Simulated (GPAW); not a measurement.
Input of a GPAW 26.7.0 run:

File run.py:

```python
from ase.dft.bandgap import bandgap
from ase.io import write
from ase.spacegroup import crystal
from ase.units import GPa
from gpaw import GPAW, PW

# Mn 4a
# S 4b
atoms = crystal(['Mn', 'S'],
                basis=[[0.0, 0.0, 0.0],
                       [0.5, 0.0, 0.0]],
                spacegroup=225, setting=1,  # Fm-3m
                cellpar=[5.209, 5.209, 5.209, 90.0, 90.0, 90.0],
                primitive_cell=True)
atoms.set_initial_magnetic_moments([4.0, 0.0])

calc = GPAW(mode=PW(600),
            xc='PBE',
            kpts={'size': (14, 14, 14), 'gamma': True},
            occupations={'name': 'fermi-dirac', 'width': 0.05},
            nbands=21,
            convergence={'density': 1e-05, 'energy': 1e-05},
            maxiter=50,
            txt='gpaw.txt')
atoms.calc = calc
energy = atoms.get_potential_energy()
forces = atoms.get_forces()
stress = atoms.get_stress()
calc.write('gs.gpw')
write('result.traj', atoms)
print(f'Energy: {energy:.6f} eV')
print('Forces (eV/A):')
print(forces.round(4))
print('Stress (GPa):', (stress / GPa).round(3))
print('Moments:', calc.get_magnetic_moments().round(3))
print('Fermi level:', round(calc.get_fermi_level(), 4), 'eV')
print(f'Gap: {bandgap(calc)[0]:.4f} eV, direct: {bandgap(calc, direct=True)[0]:.4f} eV')
```

Potentials or basis: GPAW PAW data sets (gpaw-data 1.2.1), pw.

Launch:

```bash
$ OMP_NUM_THREADS=1 python run.py
```

(1) Predict the site moments.

(2) Estimate the pressure.

(3) Estimate the band gap on the k mesh.

Results:

(1) Mn +4.13; S +0.10 μB.

(2) -3.4 GPa.

(3) none (metal or under the smearing width).

Caveat: a cell with one magnetic atom can't hold antiferromagnetic order, which such compounds often take; semilocal functionals often make such compounds metallic where correlation or magnetic order opens a gap, which also shifts bond lengths.
